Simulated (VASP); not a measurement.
Input of a VASP 6.6.1 run:

Contents of POSCAR:

```
CuI2
1.0
    4.0870190000      0.0000000000      0.0000000000
   -2.0435100000      3.5394630000      0.0000000000
    0.0000000000      0.0000000000      6.7518420000
Cu I
1 2
Direct
    0.0000000000      0.0000000000      0.0000000000
    0.3333000000      0.6667000000      0.7576300000
    0.6667000000      0.3333000000      0.2423700000
```

Contents of INCAR.step1:

```
SYSTEM = CuI2
PREC = Accurate
ENCUT = 520
EDIFF = 1E-5
ISMEAR = -1
SIGMA = 0.0284
LREAL = .False.
LASPH = .True.
NELM = 100
ALGO = Normal
ISIF = 2
LWAVE = .True.
LCHARG = .False.
GGA = PE
NBANDS = 20
```

The input INCAR.step2:

```
SYSTEM = CuI2
PREC = Accurate
ENCUT = 520
EDIFF = 1E-6
ISMEAR = -1
SIGMA = 0.0284
LREAL = .False.
LASPH = .True.
NELM = 100
ALGO = Normal
ISIF = 2
LWAVE = .False.
LCHARG = .False.
GGA = PE
LHFCALC = .True.
HFSCREEN = 0.2079
PRECFOCK = Normal
ISTART = 1
NBANDS = 20
```

The input KPOINTS:

```
Automatic mesh
0
Gamma
  3 3 2
  0 0 0
```

Potentials or basis: VASP PAW PBE potentials, release 64 (Cu, I).

Command:

```sh
$ cat potpaw_PBE.64/Cu/POTCAR potpaw_PBE.64/I/POTCAR > POTCAR
$ cp INCAR.step1 INCAR
$ mpirun -np 1 vasp_std > vasp.out
$ cp INCAR.step2 INCAR
$ mpirun -np 1 vasp_std > vasp.out
```

(1) What does it give for the band gap on the k mesh?

(2) Estimate the largest force.

(3) Estimate the pressure.

Results:

(1) none (metal or under the smearing width).

(2) 0.448 eV/Å.

(3) -2.8 GPa.

Caveat: the k mesh is coarse (spacing up to 0.59 Å⁻¹), so the values aren't converged, least of all with exact exchange; the PAW data sets were made with another functional, which shifts forces and pressure a little; this functional lacks dispersion, which binds the layers, so the pressure and a relaxed spacing across them are unreliable; an odd number of electrons without spin polarisation forces a metal; a magnetic or distorted state may lie lower; the run has no spin polarisation, though such a crystal can be magnetic.
